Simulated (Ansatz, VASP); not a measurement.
Two plane-wave programs on Be4Te

```
Be Te
1.0
    -2.77313    2.77313    2.77313
     2.77313   -2.77313    2.77313
     2.77313    2.77313   -2.77313
Be Te
4 1
Direct
  0.50004 0.50004 0.50004
  0.00000 0.00000 0.49996
  0.00000 0.49996 0.00000
  0.49996 0.00000 0.00000
  0.00000 0.00000 0.00000
```

Alike in both runs: functional PBE; k mesh 6 × 6 × 6; occupations gaussian, width 0.1 eV; no spin polarisation.

Ansatz relaxed the structure, and its values are those at the end. VASP's run is a single point on that final structure, the one shown.

|  | VASP | Ansatz |
| --- | --- | --- |
| version | VASP 6.6.1 | Ansatz 0.2.0 |
| potentials or method | VASP PAW PBE potentials, release 64 (Be, Te) | scalar-relativistic, plane waves, PAW |
| plane-wave cutoff (eV) | 520 | 420 |
| valence electrons in the cell | 14 | 24 |

Ansatz gave:

```
gap on the k mesh at the Fermi level (eV) : none
pressure (GPa)                            : 0.1
```

Q: Which values does VASP return?

A: gap on the k mesh at the Fermi level (eV): none; pressure (GPa): 0.2.

A gap of «none» marks a metal or a gap that the smearing closes. The functional is the same, so the differences come from potentials, cutoffs and numerics. The two sets of potentials don't hold the same shells in valence.

Spin-orbit coupling is left out, which matters for the levels of Te.
